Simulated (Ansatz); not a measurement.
**Os: which structure wins, scalar-relativistic**

Aim: relax Os in several structures (fcc, bcc, hcp) and rank them by energy, scalar-relativistic. Methods of the runs shown: PAW and LAPW.

Method: DFT PBE, with the methods named in each step, in Ansatz 0.2.0.

## 1. The system as given

Symmetry: Fm-3m, No. 225, cubic system. The conventional cell has a = 3.851 Å, b = 3.851 Å, c = 3.851 Å, α = 90.00°, β = 90.00°, γ = 90.00°. Os (site symmetry m-3m) has 12 Os at 2.72 Å as nearest neighbours.

Coordinates:

```
CELL_PARAMETERS angstrom
0.00000 1.92569 1.92569
1.92569 0.00000 1.92569
1.92569 1.92569 0.00000
ATOMIC_POSITIONS crystal
Os 0.00000 0.00000 0.00000
```

## 2. Fcc relaxed, PAW

input.yaml

```yaml
crystal:
  lattice:
    - [0.0, 1.9256898635, 1.9256898635]
    - [1.9256898635, 0.0, 1.9256898635]
    - [1.9256898635, 1.9256898635, 0.0]
  atoms:
    - { symbol: Os, position: [0.0, 0.0, 0.0] }
kpoints:
  mp_grid: { grid: [18, 18, 18] }
scf:
  occupations: { method: fermi_dirac, width: 0.05 }
hamiltonian:
  xc: pbe
  pseudopotentials: { kind: paw }
output:
  forces: true
  stress: true
relax:
  f_tol: 0.005
  max_steps: 40
  cell: {}
```

Launch:

```
> ansatz run input.yaml --threads 1 --pin off --max-ram 3072MiB --backend cpu --events-out ev --progress --plain --runs-dir out
```

Log (excerpt; [...] marks lines left out):

```text
[...]
Pseudopotentials: kind: paw
Pseudopotential: Os, paw, valence charge 16, recommended cutoff 420 eV (normal)
Functional definition: PBE
[...]
Crystal: 1 atoms, lattice volume = 14.282 Å³
Basis set: ecut = 420 eV, 283 PW (Γ), exchange–correlation on 40×40×40 points (8 copies of the dense FFT grid, shifted against one another)
Bands: 12, of which v1, the nominal top of the filled ones, is band 8 counted from 1 (7 counted from 0)
Symmetry: 48 space group operations
Space group: Fm-3m (ITA 225), of the structure as read, at distance tolerance 2.4e-5 Å
k-points: 195 of 5832
[...]
SCF iter   1: F=—  HF=-11384.413419 eV  |F-HF|=—  |Δ(HF+E_count)|=         —  Δρ=6.01e-3  dr2=9.88e-4  ethr=1.77e-3  ⟨swp⟩=5.1  Hψ=11976  notcnv=0
[...]
relax step   1: F+E_penalty+E_count = -11384.41379324 eV  Δ(F+E_penalty+E_count) = +0.000e0 eV  max|allowed force component| = 0.000e0 eV/Å  Δτ_max = 0.0000 Å  P = +1.352 GPa  Ω = 14.282 Å³  (6 SCF iters, dr2 threshold 1.00e-7 eV, accepted)
[...]
relax step   3: F+E_penalty+E_count = -11384.41397361 eV  Δ(F+E_penalty+E_count) = -1.804e-4 eV  max|allowed force component| = 0.000e0 eV/Å  Δτ_max = 0.0000 Å  P = -0.018 GPa  Ω = 14.332 Å³  energy of the carried Pulay correction = -2.684e-5 eV  (5 SCF iters, accepted)
[...]
relax step   4: F+E_penalty+E_count = -11384.41399597 eV  Δ(F+E_penalty+E_count) = -2.236e-5 eV  max|allowed force component| = 0.000e0 eV/Å  Δτ_max = 0.0000 Å  P = -0.020 GPa  Ω = 14.332 Å³  stress off target by 2.00e-2 GPa  SCF on the basis re-selected at this cell (its energy is not [...]
SCF converged after 4 iterations
Free energy (F): -11384.413996 eV
[...]
E sigma→0 (E₀):  -11384.410721 eV
Entropy (-TS):   -0.006550 eV (-6.550 meV/atom)
Fermi energy:    25.124055 eV
[...]
--- Forces (eV/Å), atoms counted from 1 ---
  atom   1  Os     0.00000000    -0.00000000     0.00000000
[...]
--- Stress (GPa, compression-positive) ---
       -0.020048      -0.000000      -0.000000
       -0.000000      -0.020048      -0.000000
       -0.000000      -0.000000      -0.020048
  P = ⅓ Tr σ = -0.0200 GPa (-0.200 kbar)
--- Relaxed structure (3 steps of the walk, 2 accepted, 1 SCFs on fresh bases) ---
  F+E_penalty+E_count = -11384.41399597 eV   max|allowed force component| = 0.000e0 eV/Å   (the final SCF, on the basis selected at the relaxed cell)
  cell:  # Å, volume = 14.3319 Å³
    - [3.8215290246716924e-35, 1.9279312760323914, 1.9279312760323914]
    - [1.9279312760323914, 8.916901057567282e-35, 1.9279312760323914]
    - [1.9279312760323914, 1.9279312760323914, 1.9107645123358462e-35]
  atoms:
    - { symbol: Os, position: [0.0, 0.0, 0.0] }
```

Wall time 8 s (1 thread of AMD EPYC 9R45 (Zen 5), shared host); peak memory 0.46 GiB.

Step by step:

```csv
step,energy from step 1 (eV/cell),largest force component (eV/Å),pressure (GPa),volume (Å³)
1,0.0000,0.0000,1.35,14.28
2x,0.0007,0.0000,-2.68,14.43
3,-0.0002,0.0000,-0.02,14.33
4,-0.0002,0.0000,-0.02,14.33
```

Step 1 is the start. Step 4 repeats the geometry before on a plane-wave basis chosen anew for that cell, so the energy can jump there without any move; the table keeps such jumps. 1 step was tried and not accepted (marked x).

| input's cell | before | after | change |
| --- | --- | --- | --- |
| a (Å) | 2.723 | 2.727 | +0.1 % |
| b (Å) | 2.723 | 2.727 | +0.1 % |
| c (Å) | 2.723 | 2.727 | +0.1 % |
| volume (Å³/atom) | 14.28 | 14.33 | +0.3 % |

## 3. Fcc relaxed, LAPW

input.yaml

```yaml
crystal:
  lattice:
    - [0.0, 1.927931276, 1.927931276]
    - [1.927931276, 0.0, 1.927931276]
    - [1.927931276, 1.927931276, 0.0]
  atoms:
    - { symbol: Os, position: [0.0, 0.0, 0.0] }
kpoints:
  mp_grid: { grid: [18, 18, 18] }
scf:
  occupations: { method: fermi_dirac, width: 0.05 }
hamiltonian:
  xc: pbe
  pseudopotentials: { kind: all_electron, lapw: { basis_error: 0.0005 } }
output:
  forces: true
  stress: true
  eigenvalues: true
  populations: true
relax:
  f_tol: 0.005
  max_steps: 25
  cell: {}
```

Launch:

```
> ansatz run input.yaml --threads 1 --pin off --max-ram 3072MiB --backend cpu --events-out ev --progress --plain --runs-dir out
```

Log (excerpt; [...] marks lines left out):

```text
[...]
Os: projections on atomic orbitals take those of the free atom 1s2 2s2 2p6 3s2 3p6 3d10 4s2 4p6 4d10 4f14 5s2 5p6 5d6 6s2, of charge +0.00 (hamiltonian.pseudopotentials.projection_atoms)
LAPW: plane waves up to 9.271 Å⁻¹, error target 5.0e-4 eV per atom; small_component_spin mean_spin; Os in spheres of 1.322 Å, 46 of its electrons in bands, Dirac shells []
[...]
Pseudopotentials: kind: all_electron
Pseudopotential: Os, LAPW, valence charge 46, Koelling and Harmon's equation, gaussian nucleus
[... 1 set-up line as earlier in the session ...]
[...]
Crystal: 1 atoms, lattice volume = 14.332 Å³
Basis set: ecut = 327.4834904453312 eV, 181 PW (Γ), exchange–correlation at level 2
Bands: 28, of which v1, the nominal top of the filled ones, is band 23 counted from 1 (22 counted from 0)
[... 2 set-up lines as earlier in the session ...]
[...]
Entropy (-TS):   -0.006552 eV (-6.552 meV/atom)
Fermi energy:    31.677473 eV
[...]
--- Forces (eV/Å), atoms counted from 1 ---
  atom   1  Os    -0.00000000    -0.00000000    -0.00000000
[...]
--- Stress (GPa, compression-positive) ---
       -0.020113       0.000000       0.000000
        0.000000      -0.020113       0.000000
        0.000000       0.000000      -0.020113
  P = ⅓ Tr σ = -0.0201 GPa (-0.201 kbar)
--- Band table (eV; the first three rows and the last of 195) ---
[...]
--- Relaxed structure (1 steps of the walk, 1 accepted, 1 SCFs on fresh bases) ---
  F+E_penalty+E_count = -469425.78020055 eV   max|allowed force component| = 0.000e0 eV/Å   (the final SCF, on the basis selected at the relaxed cell)
  cell:  # Å, volume = 14.3319 Å³
    - [0.0, 1.927931276, 1.927931276]
    - [1.927931276, 0.0, 1.927931276]
    - [1.927931276, 1.927931276, 0.0]
  atoms:
    - { symbol: Os, position: [0.0, 0.0, 0.0] }
--- Löwdin populations: 1 site ---
  site symbol       q [e]
     0     Os     75.8223
  spilling = 0.002339 (of n_electrons = 76.000000)
```

It took 18 s on 1 thread of AMD EPYC 9R45 (Zen 5), shared host; peak memory 0.61 GiB.

Step by step:

```csv
step,energy from step 1 (eV/cell),largest force component (eV/Å),pressure (GPa),volume (Å³)
1,0.0000,0.0000,-0.02,14.33
2,0.0000,0.0000,-0.02,14.33
```

Step 1 is the start. Step 2 repeats the geometry before on a plane-wave basis chosen anew for that cell, so the energy can jump there without any move; the table keeps such jumps.

| input's cell | before | after | change |
| --- | --- | --- | --- |
| a (Å) | 2.727 | 2.727 | -0.0 % |
| b (Å) | 2.727 | 2.727 | -0.0 % |
| c (Å) | 2.727 | 2.727 | -0.0 % |
| volume (Å³/atom) | 14.33 | 14.33 | -0.0 % |

Read from it: pressure -0.02 GPa; no gap.

## 4. Bcc relaxed, PAW

input.yaml

```yaml
crystal:
  lattice:
    - [-1.5284210575, 1.5284210575, 1.5284210575]
    - [1.5284210575, -1.5284210575, 1.5284210575]
    - [1.5284210575, 1.5284210575, -1.5284210575]
  atoms:
    - { symbol: Os, position: [0.0, 0.0, 0.0] }
kpoints:
  mp_grid: { grid: [19, 19, 19] }
scf:
  occupations: { method: fermi_dirac, width: 0.05 }
hamiltonian:
  xc: pbe
  pseudopotentials: { kind: paw }
output:
  forces: true
  stress: true
relax:
  f_tol: 0.005
  max_steps: 40
  cell: {}
```

Launch:

```
> ansatz run input.yaml --threads 1 --pin off --max-ram 3072MiB --backend cpu --events-out ev --progress --plain --runs-dir out
```

Log:

```text
Engine: ansatz 0.2.0
[... 3 set-up lines as earlier in the session ...]
  parameter kappa = 0.804
  parameter beta = 0.06672455060314922
  exchange = pbe_x(kappa = kappa, mu = beta*pi^2/3)
  correlation = pbe_c(beta = beta)
Crystal: 1 atoms, lattice volume = 14.282 Å³
Basis set: ecut = 420 eV, 321 PW (Γ), exchange–correlation on 36×36×36 points (8 copies of the dense FFT grid, shifted against one another)
Bands: 12, of which v1, the nominal top of the filled ones, is band 8 counted from 1 (7 counted from 0)
[... 1 set-up line as earlier in the session ...]
Space group: Im-3m (ITA 229), of the structure as read, at distance tolerance 2.4e-5 Å
k-points: 220 of 6859
Non-local potential: Os, projectors of the file, l = 0: 3, l = 1: 2, l = 2: 2, l = 3: 1
PAW form: soft (Blöchl's): semilocal exchange-correlation on the pseudo side does not see the compensation charge
PAW one-centre angular grid: Os, 590 points (default); XC on 64 Gauss nodes
Initial density: superposition of atomic densities (neutral atoms: chi_scale 0, normalization atom), corrected by the library's trained network
Initial wavefunctions: pseudopotential atomic-orbital guess
Functional: x = pbe(κ = 0.804, μ = 0.2195149727645171), c = pbe(β = 0.06672455060314922)
SCF iter   1: F=—  HF=-11383.640308 eV  |F-HF|=—  |Δ(HF+E_count)|=         —  Δρ=7.72e-3  dr2=2.93e-3  ethr=1.77e-3  ⟨swp⟩=5.0  Hψ=13299  notcnv=0
preconditioner: auto → none  [metal: Δε(μ)=0.026 eV  Ē_g=11.555 eV  σ=0.050 eV  W_gap=0.13  n_scr=0 (ndim 8)  ℏωp=27.8 eV  f_vac=0.000  D(μ)=1.50/eV (n_scr^D=18)]
SCF iter   2: F=—  HF=-11383.639671 eV  |F-HF|=—  |Δ(HF+E_count)|=   6.37e-4  Δρ=3.52e-3  dr2=3.44e-4  ethr=1.83e-5  ⟨swp⟩=2.3  Hψ=5377  notcnv=0
SCF iter   3: F=—  HF=-11383.639894 eV  |F-HF|=—  |Δ(HF+E_count)|=   2.23e-4  Δρ=9.55e-4  dr2=2.38e-5  ethr=2.15e-6  ⟨swp⟩=1.0  Hψ=2635  notcnv=0
SCF iter   4: F=—  HF=-11383.639920 eV  |F-HF|=—  |Δ(HF+E_count)|=   2.60e-5  Δρ=6.20e-5  dr2=1.20e-7  ethr=1.49e-7  ⟨swp⟩=2.2  Hψ=3526  notcnv=0
iter 5 did not close the SCF: its close was put off for the readings that it lacked (scf_convergence_deferred on its scf_iter line)
SCF iter   5: F=-11383.639921 eV  HF=-11383.639921 eV  |F-HF|=1.33e-10  |Δ(HF+E_count)|=   1.71e-7  Δρ=2.23e-6  dr2=3.25e-10  ethr=7.51e-10  ⟨swp⟩=2.8  Hψ=4417  notcnv=0
SCF iter   6: F=-11383.639921 eV  HF=-11383.639921 eV  |F-HF|=7.28e-12  |Δ(HF+E_count)|=  9.09e-12  Δρ=3.66e-7  dr2=3.76e-12  ethr=2.03e-12  ⟨swp⟩=1.0  Hψ=7900  notcnv=0
SCF 1 converged in 6 iterations: F = -11383.639921 eV  dr2 = 3.76e-12
relax step   1: F+E_penalty+E_count = -11383.63992064 eV  Δ(F+E_penalty+E_count) = +0.000e0 eV  max|allowed force component| = 0.000e0 eV/Å  Δτ_max = 0.0000 Å  P = +13.012 GPa  Ω = 14.282 Å³  (6 SCF iters, dr2 threshold 1.00e-7 eV, accepted)
Crystal: 1 atoms, lattice volume = 15.737 Å³
Initial density: handed on by an earlier stage of this run
Initial wavefunctions: those handed on with the density
iter 1 solved again at ethr=5.88e-6 eV; its pass at ethr=3.10e-3 eV (dr2=9.41e-4 eV) is discarded
SCF iter   1: F=—  HF=-11383.598059 eV  |F-HF|=—  |Δ(HF+E_count)|=         —  Δρ=3.55e-3  dr2=9.33e-4  ethr=5.88e-6  ⟨swp⟩=1.4  Hψ=19015  notcnv=0
preconditioner: auto → none  [metal: Δε(μ)=0.002 eV  Ē_g=10.511 eV  σ=0.050 eV  W_gap=0.01  n_scr=0 (ndim 8)  ℏωp=26.5 eV  f_vac=0.000  D(μ)=1.73/eV (n_scr^D=18)]
SCF iter   2: F=—  HF=-11383.598224 eV  |F-HF|=—  |Δ(HF+E_count)|=   1.65e-4  Δρ=1.68e-3  dr2=1.39e-4  ethr=5.83e-6  ⟨swp⟩=2.1  Hψ=3399  notcnv=0
SCF iter   3: F=—  HF=-11383.598319 eV  |F-HF|=—  |Δ(HF+E_count)|=   9.58e-5  Δρ=3.59e-4  dr2=1.31e-5  ethr=8.70e-7  ⟨swp⟩=2.0  Hψ=3584  notcnv=0
SCF iter   4: F=—  HF=-11383.598320 eV  |F-HF|=—  |Δ(HF+E_count)|=   9.97e-7  Δρ=3.74e-5  dr2=5.42e-8  ethr=6.25e-10  ⟨swp⟩=3.1  Hψ=10579  notcnv=0
SCF iter   5: F=-11383.598320 eV  HF=-11383.598320 eV  |F-HF|=3.27e-11  |Δ(HF+E_count)|=   1.67e-8  Δρ=1.26e-6  dr2=5.45e-11  ethr=3.39e-10  ⟨swp⟩=1.8  Hψ=8262  notcnv=0
SCF 2 converged in 5 iterations: F = -11383.598320 eV  dr2 = 5.45e-11
relax step   2: F+E_penalty+E_count = -11383.59832044 eV  Δ(F+E_penalty+E_count) = +4.160e-2 eV  max|allowed force component| = 0.000e0 eV/Å  Δτ_max = 0.0000 Å  P = -18.992 GPa  Ω = 15.737 Å³  energy of the carried Pulay correction = -7.695e-4 eV  (5 SCF iters, dr2 threshold 1.00e-7 eV, rejected (line search))
Crystal: 1 atoms, lattice volume = 14.840 Å³
iter 1 solved again at ethr=2.31e-6 eV; its pass at ethr=3.10e-3 eV (dr2=3.70e-4 eV) is discarded
SCF iter   1: F=—  HF=-11383.658792 eV  |F-HF|=—  |Δ(HF+E_count)|=         —  Δρ=2.23e-3  dr2=3.61e-4  ethr=2.31e-6  ⟨swp⟩=1.4  Hψ=19165  notcnv=0
preconditioner: auto → none  [metal: Δε(μ)=0.013 eV  Ē_g=11.132 eV  σ=0.050 eV  W_gap=0.06  n_scr=0 (ndim 8)  ℏωp=27.3 eV  f_vac=0.000  D(μ)=1.59/eV (n_scr^D=18)]
SCF iter   2: F=—  HF=-11383.658819 eV  |F-HF|=—  |Δ(HF+E_count)|=   2.75e-5  Δρ=1.02e-3  dr2=4.71e-5  ethr=2.26e-6  ⟨swp⟩=2.4  Hψ=3433  notcnv=0
SCF iter   3: F=—  HF=-11383.658849 eV  |F-HF|=—  |Δ(HF+E_count)|=   2.99e-5  Δρ=2.32e-4  dr2=3.94e-6  ethr=2.94e-7  ⟨swp⟩=1.2  Hψ=2851  notcnv=0
SCF iter   4: F=—  HF=-11383.658853 eV  |F-HF|=—  |Δ(HF+E_count)|=   3.99e-6  Δρ=2.12e-5  dr2=1.78e-8  ethr=2.46e-8  ⟨swp⟩=2.3  Hψ=3686  notcnv=0
SCF iter   5: F=—  HF=-11383.658853 eV  |F-HF|=—  |Δ(HF+E_count)|=   3.78e-7  Δρ=1.44e-6  dr2=2.75e-10  ethr=1.12e-10  ⟨swp⟩=2.4  Hψ=4287  notcnv=0
SCF iter   6: F=-11383.658853 eV  HF=-11383.658853 eV  |F-HF|=3.64e-12  |Δ(HF+E_count)|=  1.06e-10  Δρ=1.01e-7  dr2=6.66e-13  ethr=1.00e-12  ⟨swp⟩=5.1  Hψ=9926  notcnv=0
SCF 3 converged in 6 iterations: F = -11383.658853 eV  dr2 = 6.66e-13
relax step   3: F+E_penalty+E_count = -11383.65885271 eV  Δ(F+E_penalty+E_count) = -1.893e-2 eV  max|allowed force component| = 0.000e0 eV/Å  Δτ_max = 0.0000 Å  P = -1.438 GPa  Ω = 14.840 Å³  energy of the carried Pulay correction = -3.041e-4 eV  (6 SCF iters, accepted)
Crystal: 1 atoms, lattice volume = 14.778 Å³
iter 1 solved again at ethr=8.68e-9 eV; its pass at ethr=3.10e-3 eV (dr2=1.39e-6 eV) is discarded
SCF iter   1: F=—  HF=-11383.659158 eV  |F-HF|=—  |Δ(HF+E_count)|=         —  Δρ=1.50e-4  dr2=1.42e-6  ethr=8.68e-9  ⟨swp⟩=2.1  Hψ=17497  notcnv=0
preconditioner: auto → none  [metal: Δε(μ)=0.013 eV  Ē_g=11.177 eV  σ=0.050 eV  W_gap=0.07  n_scr=0 (ndim 8)  ℏωp=27.3 eV  f_vac=0.000  D(μ)=1.58/eV (n_scr^D=18)]
SCF iter   2: F=—  HF=-11383.659162 eV  |F-HF|=—  |Δ(HF+E_count)|=   3.52e-6  Δρ=7.25e-5  dr2=2.34e-7  ethr=8.68e-9  ⟨swp⟩=2.0  Hψ=3389  notcnv=0
SCF iter   3: F=-11383.659162 eV  HF=-11383.659162 eV  |F-HF|=7.87e-9  |Δ(HF+E_count)|=   1.91e-7  Δρ=1.37e-5  dr2=2.03e-8  ethr=6.25e-10  ⟨swp⟩=3.2  Hψ=7162  notcnv=0
SCF 4 converged in 3 iterations: F = -11383.659162 eV  dr2 = 2.03e-8
relax step   4: F+E_penalty+E_count = -11383.65916191 eV  Δ(F+E_penalty+E_count) = -3.092e-4 eV  max|allowed force component| = 0.000e0 eV/Å  Δτ_max = 0.0000 Å  P = +0.016 GPa  Ω = 14.778 Å³  energy of the carried Pulay correction = -2.709e-4 eV  (3 SCF iters, dr2 threshold 1.00e-7 eV, accepted)
Initial wavefunctions: pseudopotential atomic-orbital guess (no wavefunctions were taken with the density)
iter 1 solved again at ethr=5.31e-8 eV; its pass at ethr=3.10e-3 eV (dr2=8.50e-6 eV) is discarded
SCF iter   1: F=—  HF=-11383.659369 eV  |F-HF|=—  |Δ(HF+E_count)|=         —  Δρ=3.31e-4  dr2=5.77e-7  ethr=5.31e-8  ⟨swp⟩=3.0  Hψ=20363  notcnv=0
SCF iter   2: F=—  HF=-11383.659388 eV  |F-HF|=—  |Δ(HF+E_count)|=   1.81e-5  Δρ=1.65e-4  dr2=1.24e-7  ethr=3.60e-9  ⟨swp⟩=2.1  Hψ=4289  notcnv=0
SCF iter   3: F=—  HF=-11383.659393 eV  |F-HF|=—  |Δ(HF+E_count)|=   5.93e-6  Δρ=1.70e-5  dr2=8.08e-9  ethr=7.73e-10  ⟨swp⟩=1.0  Hψ=2675  notcnv=0
SCF iter   4: F=—  HF=-11383.659393 eV  |F-HF|=—  |Δ(HF+E_count)|=   5.31e-8  Δρ=1.95e-6  dr2=8.87e-11  ethr=5.05e-11  ⟨swp⟩=2.3  Hψ=4145  notcnv=0
SCF iter   5: F=-11383.659393 eV  HF=-11383.659393 eV  |F-HF|=5.46e-12  |Δ(HF+E_count)|=  5.17e-10  Δρ=7.17e-8  dr2=2.12e-13  ethr=1.00e-12  ⟨swp⟩=4.9  Hψ=9356  notcnv=0
SCF 5 converged in 5 iterations: F = -11383.659393 eV  dr2 = 2.12e-13
relax step   5: F+E_penalty+E_count = -11383.65939349 eV  Δ(F+E_penalty+E_count) = -2.316e-4 eV  max|allowed force component| = 0.000e0 eV/Å  Δτ_max = 0.0000 Å  P = -0.011 GPa  Ω = 14.778 Å³  stress off target by 1.09e-2 GPa  SCF on the basis re-selected at this cell (its energy is not comparable with the rows above)  (5 SCF iters)
basis re-selected at this cell: Δ(F+E_penalty+E_count) = -2.316e-4 eV, ΔP = -0.026 GPa vs the last step (what re-selecting the basis moved, of the pressure what is left beyond the Pulay correction that the steps carried, after the strain that the cell walked since its last selection, with what the two solves' SCF thresholds leave and, on support functions, any second-order correction that the steps lacked; it is no measure of the basis error at this ecutwfc). This SCF's stress stands 1.09e-2 GPa from its target on what of the cell is left free (relax.cell.stress_tol is 5.00e-2 GPa) and its largest allowed force component is 0.00e0 eV/Å (relax.f_tol is 5.00e-3 eV/Å): within both
SCF converged after 5 iterations
Free energy (F): -11383.659393 eV
Harris-Foulkes:  -11383.659393 eV  (|F-HF|=5.46e-12)
Internal energy: -11383.646405 eV  (E = F + TS)
E sigma→0 (E₀):  -11383.652899 eV
Entropy (-TS):   -0.012989 eV (-12.989 meV/atom)
Fermi energy:    24.660961 eV
--- Per-component energies (eV) ---
  E_band       = -86.316692
  E_kinetic    = 562.113981
  E_local      = -838.911130  (includes V_loc(G=0)·N_el)
  E_nonlocal   = -2.014441
  E_hartree    = 342.695244
  E_xc         = -266.248590
  E_vxc        = -283.419002  (∫ρ·V_xc dr)
  E_paw        = -9011.791771  (= ΣΔE_a)
  E_vpaw       = -209.476507  (= ΣTr[D̂ρ^β])
  E_aug_tail   = -0.000071  (compensation charges beyond the density's cutoff)
  E_ewald      = -2169.489627
  E_smearing   = -0.012989  (= −TS)
  E_closure    = 0.000000  (closes the sum)
  Σ components = -11383.659393   (vs F -11383.659393, Δ=0.00e0)
--- Forces (eV/Å), atoms counted from 1 ---
  atom   1  Os     0.00000000     0.00000000    -0.00000000
  max |Σ_I F_I| component: 2.96e-31 eV/Å
--- Stress (GPa, compression-positive) ---
       -0.010948      -0.000000       0.000000
       -0.000000      -0.010948       0.000000
       -0.000000      -0.000000      -0.010948
  P = ⅓ Tr σ = -0.0109 GPa (-0.109 kbar)
--- Relaxed structure (4 steps of the walk, 3 accepted, 1 SCFs on fresh bases) ---
  F+E_penalty+E_count = -11383.65939349 eV   max|allowed force component| = 0.000e0 eV/Å   (the final SCF, on the basis selected at the relaxed cell)
  cell:  # Å, volume = 14.7779 Å³
    - [-1.5459096614191847, 1.5459096614191847, 1.5459096614191847]
    - [1.5459096614191847, -1.5459096614191847, 1.5459096614191847]
    - [1.5459096614191847, 1.5459096614191847, -1.5459096614191847]
  atoms:
    - { symbol: Os, position: [0.0, 0.0, 0.0] }
```

Wall time 3.6 s (1 thread of AMD EPYC 9R45 (Zen 5), shared host); peak memory 0.46 GiB.

Relaxation path:

```csv
step,energy from step 1 (eV/cell),largest force component (eV/Å),pressure (GPa),volume (Å³)
1,0.0000,0.0000,13.01,14.28
2x,0.0416,0.0000,-18.99,15.74
3,-0.0189,0.0000,-1.44,14.84
4,-0.0192,0.0000,0.02,14.78
5,-0.0195,0.0000,-0.01,14.78
```

Step 1 is the start. Step 5 repeats the geometry before on a plane-wave basis chosen anew for that cell, so the energy can jump there without any move; the table keeps such jumps. 1 step was tried and not accepted (marked x).

| input's cell | before | after | change |
| --- | --- | --- | --- |
| a (Å) | 2.647 | 2.678 | +1.1 % |
| b (Å) | 2.647 | 2.678 | +1.1 % |
| c (Å) | 2.647 | 2.678 | +1.1 % |
| volume (Å³/atom) | 14.28 | 14.78 | +3.5 % |

(Part 1 of 2 ends here.)
